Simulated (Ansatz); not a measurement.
Rh in Ansatz: the effect of target pressure

Rh:

```
Rh
1.0
     0.00000    1.89785    1.89785
     1.89785    0.00000    1.89785
     1.89785    1.89785    0.00000
Rh
1
Direct
  0.00000 0.00000 0.00000
```

Alike in all runs:

```yaml
Program: Ansatz 0.2.0
Task: relaxation of cell and atoms
Functional: r2SCAN
Potentials_or_basis: Ansatz PAW
Cutoff: "500 eV (not typed: the program's choice for these potentials)"
k_mesh: 12 × 12 × 12
Occupations: fermi-dirac, width 0.05 eV
Spin: no spin polarisation
```

Each run relaxes the cell or the atoms first.

| target pressure | relaxed volume (Å³/atom) |
| --- | --- |
| 0 GPa | 13.71 |
| 2 GPa | 13.62 |
| 5 GPa | 13.48 |
| 10 GPa | 13.27 |
| 20 GPa | ? |
| 30 GPa | 12.59 |

Q: What does the run with target pressure 20 GPa give?

A: Relaxed volume 12.91 Å³/atom.

Worked out: In Murnaghan's law V^(-B') rises as a straight line in P. The other rows fit best with B' = 5.2, V0 = 13.71 Å³/atom and B0 = 279 GPa, which gives 12.90 Å³/atom at 20 GPa, against the run's 12.91.

Caveats: the plane-wave basis is chosen anew once the cell has moved, so the energies of steps on either side of that aren't comparable; the PAW data sets come from PBE, with cores solved anew for the run's functional, which leaves a small shift of forces and pressure.

Runs at the PBE level aren't shown here.
